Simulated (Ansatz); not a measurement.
# Bands of Zn

```
Zn
1.0
     2.66480    0.00000    0.00000
    -1.33240    2.30778    0.00000
     0.00000    0.00000    4.94670
Zn
2
Direct
  0.33333 0.66667 0.25000
  0.66667 0.33333 0.75000
```

Atom numbers follow the list: Zn1, Zn2.

The cell is COD entry 9008522, as deposited and not checked against the literature; nothing was relaxed.

The calculation used DFT, PBE, all-electron LAPW, scalar-relativistic in Ansatz 0.2.0.

Numerical set-up: a Γ-centred 16×16×8 k mesh, Fermi–Dirac smearing of 0.03 eV, basis error target 0.25 meV/atom, no spin polarisation.

Points in fractions of the reciprocal vectors of this cell: Γ (0, 0, 0), M (0.5, 0, 0), K (0.333, 0.333, 0), A (0, 0, 0.5), L (0.5, 0, 0.5), H (0.333, 0.333, 0.5). The path joins them by straight lines in the order Γ–M–K–Γ–A–L–H–A–L; legs that retrace an earlier one aren't tabulated. Energies are in eV from the Fermi level.

(1) Metal or insulator at this level of theory?

(2) Tabulate bands 16 to 22, counted from the lowest band of the run, along the path.

Answers

(1) No gap opens: metallic or semimetallic.

(2) 
```
k (1/Å)  point  band 16  band 17  band 18  band 19  band 20  band 21  band 22
   0.00      Γ    -7.33    -7.33    -7.13    -7.13    -3.70    -3.10    13.48
   0.34           -7.46    -7.37    -7.32    -7.12    -3.00    -2.85    12.27
   0.68           -7.45    -7.34    -7.31    -7.12    -1.94    -1.26     6.67
   1.02           -7.13    -7.06    -7.05    -5.76    -0.21     1.18     1.92
   1.36      M    -7.14    -6.95    -6.93    -2.91    -2.23     2.54     3.46
   1.56           -7.16    -6.99    -6.98    -2.69    -2.09     2.71     3.64
   1.75           -7.22    -7.11    -7.07    -2.08    -1.68     3.22     4.16
   1.95           -7.28    -7.23    -7.15    -1.16    -1.00     2.52     4.05
   2.15      K    -7.30    -7.22    -7.22    -0.06    -0.06     0.08     4.90
   2.54           -7.41    -7.24    -7.03    -4.24     1.20     2.59     2.98
   2.93           -7.43    -7.20    -7.17    -6.84    -1.45    -0.56     7.05
   3.33           -7.48    -7.44    -7.32    -7.13    -2.79    -2.76    12.28
   3.72      Γ    -7.33    -7.33    -7.13    -7.13    -3.70    -3.10    13.48
   3.88           -7.32    -7.32    -7.13    -7.13    -4.92    -1.67    11.90
   4.04           -7.29    -7.29    -7.15    -7.15    -6.17     0.21     9.40
   4.20           -7.25    -7.25    -7.18    -7.18    -7.12     2.28     6.90
   4.35      A    -7.66    -7.21    -7.21    -7.21    -7.21     4.51     4.51
   4.69           -7.61    -7.23    -7.23    -7.03    -7.03     4.94     4.94
   5.03           -7.39    -7.23    -7.23    -6.31    -6.31     6.13     6.13
   5.38           -7.24    -7.05    -7.05    -4.30    -4.30     3.30     3.30
   5.72      L    -7.15    -6.94    -6.94    -1.94    -1.94     0.05     0.05
   5.91           -7.14    -7.01    -7.01    -1.70    -1.70     0.16     0.16
   6.11           -7.21    -7.11    -7.11    -1.05    -1.05     0.48     0.48
   6.31           -7.41    -7.13    -7.13    -0.08    -0.08     1.04     1.04
   6.50      H    -7.51    -7.13    -7.13     0.88     0.88     1.74     1.74
   6.89           -7.46    -7.07    -7.07    -2.79    -2.79     4.46     4.46
   7.29           -7.38    -7.14    -7.14    -5.75    -5.75     6.66     6.66
   7.68           -7.56    -7.23    -7.23    -6.96    -6.96     5.08     5.08
   8.07      A    -7.66    -7.21    -7.21    -7.21    -7.21     4.51     4.51
```
